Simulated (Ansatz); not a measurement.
**NaH: the cell at several levels of theory**

Cell and atoms of NaH (zincblende) are relaxed in turn with PBE, r2SCAN, PBEsol, LDA and HSE06. This is a trial cell built on a prototype, not taken from a measured structure, and it needn't be the compound's ground state.

Code: Ansatz 0.2.0. PAW datasets, plane waves, zero pressure. (Calculated; spin-unpolarised; the phase may be known or hypothetical.)

**1. The system as given**

This is the cell as the run starts from it, not yet at rest; its lengths are not the crystal's.

The symmetry is F-43m (No. 216, cubic); a = 4.286 Å in the conventional setting, 9.84 Å³ an atom. Around Na lie 4 H at 1.86 Å; around H lie 4 Na at 1.86 Å.

As a file:

```cif
data_structure
_symmetry_space_group_name_H-M 'F-43m'
_symmetry_Int_Tables_number 216
_cell_length_a 4.2856
_cell_length_b 4.2856
_cell_length_c 4.2856
_cell_angle_alpha 90.000
_cell_angle_beta 90.000
_cell_angle_gamma 90.000
_cell_volume 78.71
loop_
_atom_site_label
_atom_site_type_symbol
_atom_site_symmetry_multiplicity
_atom_site_Wyckoff_symbol
_atom_site_fract_x
_atom_site_fract_y
_atom_site_fract_z
_atom_site_occupancy
Na1 Na 4 a 0.00000 0.00000 0.00000 1
H1 H 4 d 0.25000 0.25000 0.75000 1
```

**2. PBE: cell and atoms**

input.yaml reads:

```yaml
crystal:
  lattice:
    - [0.0, 2.1427777891, 2.1427777891]
    - [2.1427777891, 0.0, 2.1427777891]
    - [2.1427777891, 2.1427777891, 0.0]
  atoms:
    - { symbol: Na, position: [0.0, 0.0, 0.0] }
    - { symbol: H, position: [0.25, 0.25, 0.25] }
kpoints:
  mp_grid: { grid: [10, 10, 10] }
hamiltonian:
  xc: pbe
scf:
  occupations: { method: fermi_dirac, width: 0.02 }
relax:
  f_tol: 0.005
  cell: {}
```

The run is started by

```sh
> ansatz run input.yaml --threads 2 --pin off --max-ram 2211MiB --backend cpu --events-out ev --progress --plain --runs-dir out
```

After this run come: r2SCAN: cell and atoms; PBEsol: cell and atoms; Relaxing with LDA; HSE06: cell and atoms.

Before running it: what results should come out? Wanted: for each run, a; volume; space group; SCF geometries.

**Answer**, as computed:

```
 level  a (Å)  volume (Å³/atom)  space group  SCF geometries
   PBE  5.219            17.773        F-43m              11
r2SCAN  5.194            17.514        F-43m               4
PBEsol  5.177            17.342        F-43m               4
   LDA  5.068            16.268        F-43m               4
 HSE06  5.198            17.552        F-43m               3
```

What this shows: The first relaxation changed the volume by +80.6 % from the start. LDA gives the smallest cell and PBE the largest; they differ by 9.2 % in volume, a mean of 3.0 % in length. The meshes differ: PBE 10×10×10, r2SCAN 8×8×8, PBEsol 8×8×8, LDA 8×8×8, HSE06 6×6×6.
